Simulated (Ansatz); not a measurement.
# A defect in a wire: armchair graphene nanoribbon (N = 7, H edges), O placed on top of one C, part 2 of 4

What does the defect do to the conductance?

Ansatz 0.2.0; DFT PBE, plane waves, PAW; relaxation of a wire's period (the session's first sound run).

So far. Step 2 (The relaxed wire): The cell's length comes to 4.300 Å with spin left out.

## 3. The perfect wire

This step: DFT PBE, plane waves, PAW; channels and complex bands of a perfect wire (Ansatz 0.2.0).

At the relaxed period the Bloch states of the perfect wire are found at each energy: those that move forward count the open channels, and those that decay describe how a disturbance dies away inside the wire itself. An energy step of 0.035 eV is under the 0.039 eV that the program asks for its thermal average at 300 K.

The input, input.yaml:

```yaml
crystal:
  lattice:
    - [16.232, 0.0, 0.0]
    - [0.0, 7.0, 0.0]
    - [0.0, 0.0, 4.2998212299]
  atoms:
    - { symbol: C, position: [0.27384413, 0.5, 0.007367056] }
    - { symbol: C, position: [0.423835595, 0.5, 0.999743275] }
    - { symbol: C, position: [0.576164405, 0.5, 0.999743275] }
    - { symbol: C, position: [0.72615587, 0.5, 0.007367056] }
    - { symbol: C, position: [0.27384413, 0.5, 0.325966277] }
    - { symbol: C, position: [0.423835595, 0.5, 0.333590058] }
    - { symbol: C, position: [0.576164405, 0.5, 0.333590058] }
    - { symbol: C, position: [0.72615587, 0.5, 0.325966277] }
    - { symbol: H, position: [0.214810776, 0.5, 0.445613735] }
    - { symbol: H, position: [0.785189224, 0.5, 0.445613735] }
    - { symbol: C, position: [0.348109842, 0.5, 0.499145141] }
    - { symbol: C, position: [0.5, 0.5, 0.501346888] }
    - { symbol: C, position: [0.651890158, 0.5, 0.499145141] }
    - { symbol: C, position: [0.348109842, 0.5, 0.834188193] }
    - { symbol: C, position: [0.5, 0.5, 0.831986445] }
    - { symbol: C, position: [0.651890158, 0.5, 0.834188193] }
    - { symbol: H, position: [0.214810776, 0.5, 0.887719598] }
    - { symbol: H, position: [0.785189224, 0.5, 0.887719598] }
kpoints:
  mp_grid: { grid: [1, 1, 19] }
scf:
  occupations: { method: fermi_dirac, width: 0.05 }
hamiltonian:
  xc: pbe
output:
  transmission:
    e_range: [-1.26, 1.26]
    de: 0.035
    kmesh: [1, 1]
    reduced_basis: true
    leads: [[0, 0]]
basis:
  ecutwfc: "350 eV"
```

Started as:

```bash
$ ansatz run input.yaml --threads 4 --pin off --max-ram 16384MiB --backend cpu --events-out ev --progress --plain --runs-dir out
```

Numbers of over 12 decimals in the logs are rounded to 6 here.

What it wrote:

```text
Warning: basis.ecutwfc = 350 eV is below the records' recommended 420 eV, and the density's cutoff is lower with it unless basis.ecutrho_ratio is high enough to keep the records' density cutoff: compare with a run at a higher cutoff
[...]
Crystal: 18 atoms, lattice volume = 488.563 Å³
Basis set: ecut = 350 eV, 7297 PW (Γ)
Bands: 48, of which v1, the nominal top of the filled ones, is band 30 counted from 1 (29 counted from 0)
Symmetry: 8 space group operations
[...]
k-points: 10 of 19
[...]
SCF iter   1: F=—  HF=-3576.031823 eV  |F-HF|=—  |Δ(HF+E_count)|=         —  Δρ=2.88e-3  dr2=1.09e-1  ethr=1.77e-3  ⟨swp⟩=9.2  Hψ=2792  notcnv=0  defer=84
[...]
SCF iter   7: F=-3576.014916 eV  HF=-3576.014916 eV  |F-HF|=5.52e-8  |Δ(HF+E_count)|=   8.37e-7  Δρ=4.19e-6  dr2=5.66e-8  ethr=1.67e-10  ⟨swp⟩=20.1  Hψ=3468  notcnv=0
SCF 1 converged in 7 iterations: F = -3576.014916 eV  dr2 = 5.66e-8
[...]
transmission: 8 of 8 steps passed
Second SCF, for the conductance: iteration 1, dr2 1.135e-7 eV
Second SCF, for the conductance: iteration 2, dr2 3.181e-8 eV
Second SCF, for the conductance: iteration 3, dr2 7.435e-9 eV
transmission: 8 of 8 steps passed
SCF converged after 7 iterations
Free energy (F): -3576.014916 eV
[...]
Internal energy: -3576.014916 eV  (E = F + TS)
E sigma→0 (E₀):  -3576.014916 eV
Entropy (-TS):   -0.000000 eV (-0.000 meV/atom)
Fermi energy:    -0.948590 eV
[...]
--- Band table (eV; the first three rows and the last of 10) ---
  k-point 0: bands = [... 26 lower, -3.7470, -2.9388, -1.9093, -1.7297, -0.1568, -0.0737, 0.6190, 1.7102, ... 14 higher]
  k-point 1: bands = [... 26 lower, -3.7390, -3.0465, -2.0576, -1.7967, -0.1036, 0.0798, 0.7483, 1.7317, ... 14 higher]
  k-point 2: bands = [... 26 lower, -3.7161, -3.3335, -2.4071, -1.9750, 0.0358, 0.4450, 1.0949, 1.7963, ... 14 higher]
  k-point 9: bands = [... 26 lower, -5.3418, -4.4317, -4.0308, -3.3817, 0.8996, 1.8327, 2.2313, 3.4252, ... 14 higher]
--- Transmission ---
  basis      : 825 plane waves across, 8 finite elements along
  points     : 1, standing for a mesh of 1 x 1
  filling    : by a second SCF (3 iterations) under fermi_dirac of width 0.025852 eV on a mesh of 1 x 1 x 31, whose Fermi level is -0.945019 eV
  energies   : 73 from -1.260000 to 1.260000 eV about the Fermi level, 0.035000 eV apart; the leads are filled to 0.000000 eV, and channels, transmission and decay are at 0.000000 eV
  crystal 0  : C14H4, at the sites [0, 0], period 4.2998 Å: whole cells are its period
    offset         : up to 0.0000 Å between an atom of the period and one for which it stands
    filled         : 7.5 meV over the level at which it is neutral
    channels       : 0.000000e0 a spin
    conductance    : 9.2080e0 S/m² at 300 K; may be off by some 0.0 % by where its bands' edges are placed, 2.8 % from the distance to neutral
    slowest decay  : 0.1278 /Å at (0.0000, 0.0000)
```

Wall time 24 min (4 threads of Arm Neoverse V1, shared host); peak memory 6 GiB; 85 min of CPU time.

In the SCF lines HF is the Harris–Foulkes energy and dr2 the Hartree energy of the density residual, in eV; the loop may stop once dr2 is under the threshold and the program's other checks hold. Hψ counts applications of the Hamiltonian.

This step gave:

- channels at the energy nearest the Fermi level, one spin: 0
- conductance of the lead as this run defines it: 1.35e-13 G₀
- slowest decay in the lead at the energy nearest the Fermi level: 0.1278 Å⁻¹
- band gap: 1.573 eV

Open channels of the lead, one spin against energy, zero at the Fermi level:

| energy (eV) | open channels of the lead, one spin |
| --- | --- |
| -1.190 | 2 |
| -1.085 | 2 |
| -1.015 | 2 |
| -0.910 | 1 |
| -0.805 | 1 |
| -0.700 | 0 |
| -0.595 | 0 |
| -0.490 | 0 |
| -0.385 | 0 |
| -0.315 | 0 |
| -0.210 | 0 |
| -0.105 | 0 |
| 0.000 | 0 |
| 0.105 | 0 |
| 0.210 | 0 |
| 0.315 | 0 |
| 0.385 | 0 |
| 0.490 | 0 |
| 0.595 | 0 |
| 0.700 | 0 |
| 0.805 | 1 |
| 0.910 | 2 |
| 1.015 | 2 |
| 1.085 | 2 |
| 1.190 | 2 |

The slowest values at each energy, most degenerate partners merged, listed up to 1.5 1/Å. Table of Im kz of the slowest decaying states by energy, zero at the Fermi level:

| energy (eV) | decay 1 (Å⁻¹) | decay 2 (Å⁻¹) | decay 3 (Å⁻¹) | decay 4 (Å⁻¹) |
| --- | --- | --- | --- | --- |
| -1.190 | 0.177 | 0.462 | 0.473 | 0.498 |
| -1.085 | 0.184 | 0.467 | 0.479 | 0.502 |
| -1.015 | 0.188 | 0.470 | 0.484 | 0.503 |
| -0.910 | 0.0473 | 0.193 | 0.475 | 0.489 |
| -0.805 | 0.0746 | 0.197 | 0.479 | 0.494 |
| -0.700 | 0.0862 | 0.0919 | 0.200 | 0.483 |
| -0.595 | 0.104 | 0.123 | 0.203 | 0.487 |
| -0.490 | 0.113 | 0.147 | 0.204 | 0.490 |
| -0.385 | 0.120 | 0.165 | 0.205 | 0.493 |
| -0.315 | 0.123 | 0.174 | 0.205 | 0.495 |
| -0.210 | 0.126 | 0.185 | 0.204 | 0.491 |
| -0.105 | 0.128 | 0.192 | 0.203 | 0.485 |
| 0.000 | 0.128 | 0.198 | 0.479 | 0.503 |
| 0.105 | 0.126 | 0.197 | 0.471 | 0.505 |
| 0.210 | 0.122 | 0.193 | 0.463 | 0.507 |
| 0.315 | 0.117 | 0.183 | 0.192 | 0.454 |
| 0.385 | 0.112 | 0.174 | 0.190 | 0.447 |
| 0.490 | 0.103 | 0.156 | 0.185 | 0.436 |
| 0.595 | 0.0901 | 0.131 | 0.179 | 0.424 |
| 0.700 | 0.0725 | 0.0894 | 0.172 | 0.411 |
| 0.805 | 0.0445 | 0.164 | 0.396 | 0.513 |
| 0.910 | 0.155 | 0.380 | 0.514 | 0.532 |
| 1.015 | 0.144 | 0.362 | 0.514 | 0.532 |
| 1.085 | 0.136 | 0.349 | 0.514 | 0.532 |
| 1.190 | 0.121 | 0.328 | 0.514 | 0.531 |

By hand: a barrier of this wire, of length L, would pass T ∝ exp(−2κL) at this energy; with κ = 0.128 Å⁻¹ one decade takes ln 10 / (2κ) = 9.01 Å.

At the computed energy nearest the Fermi level there are 0 channels a spin, and the thermal average gives 1.4e-13 G₀; the gap is 1.57 eV.

[end of part 2 of 4]

[Logs are printed without paths, hosts, clocks, repeated set-up lines and the standing remarks that a program may print on its own settings, such as how far it seeks lower states.]

[Hosts, paths, dates, database ids (printed as entryN), source tags and the programs' standing remarks are cut or masked in the printed files.]
